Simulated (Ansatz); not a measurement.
**Two inputs for SiO2**

Cell: a Materials Project structure (computed, not necessarily an observed phase), taken as it stands.

Space group P6_322 (No. 182); a = 5.0691, c = 8.5585 Å, γ = 120.00°.

```csv
site,Wyckoff,site symmetry,x,y,z
Si,4f,3..,0.6667,0.3333,0.9371
O5,6g,.2.,0.0000,0.4213,0.0000
O10,2c,3.2,0.6667,0.3333,0.7500
```

One atom of each set is listed.

Reference run. Computed with Ansatz: DFT, PBE, plane waves and PAW, scalar-relativistic, 420 eV cutoff, Γ-centred 6×6×3 k-points, Fermi–Dirac smearing 0.02 eV.

**Question.** The input is changed as follows: `basis.ecutrho_ratio`: not typed → 4; `scf.mixing.algorithm`: not typed → broyden; `scf.mixing.beta`: not typed → 0.1. What happens to V_zz (10²¹ V/m²) and η?

**Answer.** 

| site | V_zz reference | η reference | V_zz changed | η changed |
| --- | --- | --- | --- | --- |
| Si | -0.074 | 0.00 | -0.074 | 0.00 |
| O5 | 9.61 | 0.12 | 9.61 | 0.12 |
| O10 | 10.21 | 0.00 | 10.21 | 0.00 |

All printed values agree. SCF iterations: 6 and 9.

On the reference run: The largest force is 0.3 eV/Å, so the atoms aren't at the calculated equilibrium and relaxing them would move these values.
